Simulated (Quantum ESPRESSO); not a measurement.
AlNi, 2 atoms in the cell. It takes space group Pm-3m (No. 221, cubic). The conventional cell has a = 2.881 Å, b = 2.881 Å, c = 2.881 Å, α = 90.00°, β = 90.00°, γ = 90.00°. Around Ni (site symmetry m-3m) lie 8 Al at 2.50 Å. Around Al (site symmetry m-3m) lie 8 Ni at 2.50 Å. 

```yaml
Program: Quantum ESPRESSO 7.5
Task: single point
Functional: PBE
Potentials_or_basis: SG15 PBE 1.2
Cutoff: 1020 eV
Density_cutoff: 4082 eV
k_mesh: 4 × 4 × 4
Occupations: fermi-dirac, width 0.05 eV
Spin: collinear spin, ferromagnetic start
Starting_moments: "[1.0, 0.0] μB"
Mixing_beta: 0.3
Most_SCF_iterations: 120
SCF_threshold: 4e-10 Ry
```

Potentials or basis: SG15 PBE 1.2.

Launch:

```sh
$ OMP_NUM_THREADS=1 mpirun -n 2 pw.x -nk 2 -in pw.in > pw.out
```

Hardware: 2 MPI ranks on Arm Neoverse V1, on a shared host.

**Question.** How long does it take, and how much memory?

**Answer.** Run time: 7.8 s on 2 MPI ranks on Arm Neoverse V1, with other jobs on the host, peak memory 0.14 GiB a rank. Counts: scf iterations 15, k pools 2, bands 25, k points 10, g dense 14147.
